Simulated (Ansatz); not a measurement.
**InAs (zincblende): gap against strain (uniaxial along z, other directions held)**

InAs (zincblende), relaxed with r2SCAN in Ansatz 0.2.0, then strained (uniaxial along z, other directions held; changes of length per length, axes as in the cell below) with the atoms relaxed again within the symmetry that is left. The symmetry is F-43m (No. 216, cubic); conventional cell a = 6.109 Å, 28.50 Å³ an atom. In has 4 As at 2.65 Å; As has 4 In at 2.65 Å. The values are computed, spin-unpolarised, and not measurements.

```
CELL_PARAMETERS angstrom
0.00000 3.05459 3.05459
3.05459 0.00000 3.05459
3.05459 3.05459 0.00000
ATOMIC_POSITIONS crystal
In 0.00000 0.00000 0.00000
As 0.25000 0.25000 0.25000
```

Gaps are the least over each mesh (HSE06 6×6×6 when unstrained) and the special points, which keep their unstrained names.

| strain (%) | gap, HSE06 (eV) | edges, HSE06 |
| --- | --- | --- |
| -1.56 | 0.398 | Γ |
| 0.0 | 0.358 | Γ |
| +0.5 | 0.320 | Γ |

**Question.** Estimate the row for a strain of -2.11 %.

**Answer.**

| strain (%) | gap, HSE06 (eV) | edges, HSE06 |
| --- | --- | --- |
| -2.11 | 0.411 | Γ |

Between zero and the nearest strains the slope of the HSE06 gap against strain is -0.025 eV per percent for negative and -0.076 for positive strain.

No spin-orbit coupling is included; it can move band edges with weight on the heavy atoms by tenths of an eV.

The meshes of the hybrids are coarse, so their gaps aren't converged to the digits shown.
